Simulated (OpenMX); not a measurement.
Runs of OpenMX 3.8.5 on AlNi. Symmetry: Pm-3m, No. 221, cubic system. The conventional cell has a = 2.881 Å, b = 2.881 Å, c = 2.881 Å, α = 90.00°, β = 90.00°, γ = 90.00°. Around Ni (site symmetry m-3m) lie 8 Al at 2.50 Å. Around Al (site symmetry m-3m) lie 8 Ni at 2.50 Å. 

```tsv
cell	gap on the mesh (eV)	pressure (GPa)	moment (μB)
Pm-3m, 11.96 Å³/atom	none	3.7	0.00
P4/mmm, 12.44 Å³/atom	none	(b)	0.00
P4/mmm, 11.02 Å³/atom	none	20.9	0.00
P4/mmm, 11.48 Å³/atom	none	11.5	0.00
P4/mmm, 12.93 Å³/atom	none	(a)	0.00
```

Alike in all rows: task single point; level PBE; potentials or basis OpenMX 2013 PBE set, Ni6.0H-s3p2d2, Al7.0-s2p2d1, grid cutoff 500 Ry; spin collinear, ferromagnetic start; k mesh 7 × 7 × 7; smearing fermi-dirac 0.05 eV.

Task: Estimate the missing entries.

Result: (a) -7.9; (b) -2.7.

Caveats: the basis of atomic orbitals isn't converged, which shifts pressures, moduli and gaps.

A gap of «none» marks a metal or a gap under the smearing width.
